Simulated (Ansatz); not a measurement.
## Te2Mo: equation of state with r2SCAN

The system is Te2Mo, a slab with vacuum.

```xyz
3
Lattice="3.5602 0.0000 0.0000 -1.7801 3.0833 0.0000 0.0000 0.0000 17.5241" Properties=species:S:1:pos:R:3 pbc="T T T"
Te    0.0000    2.0555    1.7900
Te    0.0000    2.0555   15.7341
Mo    0.0000    0.0000    0.0000
```

```
Program             : Ansatz 0.2.0
Task                : equation of state
Functional          : r2SCAN
Potentials or basis : Ansatz PAW
Cutoff              : 500 eV
Density cutoff      : 2000 eV
k mesh              : 9 × 9 × 2
Occupations         : fermi-dirac, width 0.05 eV
Spin                : no spin polarisation
```

The equilibrium volume is 64.12 Å³/atom, the bulk modulus at fixed shape and positions is 38 GPa and the pressure derivative of the bulk modulus is 4.5.

Energy against volume, from the lowest point:
```tsv
volume (Å³/atom)	energy (meV/atom)
60.274	31.05
61.556	13.29
62.839	3.21
64.121	0.00
65.404	2.96
66.686	11.45
67.968	24.87
```

All runs of the series together: 2.4 min on 2 threads of Intel(R) Xeon(R) Processor @ 2.50GHz (Skylake/Cascade Lake) (shared host).

Caveat: the cell was scaled at fixed shape and fractional positions, which overstates the stiffness of a crystal with free parameters, most of all of layers and chains; the PAW data sets were made with another functional, which shifts forces and pressure a little. The run has no spin-orbit coupling, so splittings on Te are missing.
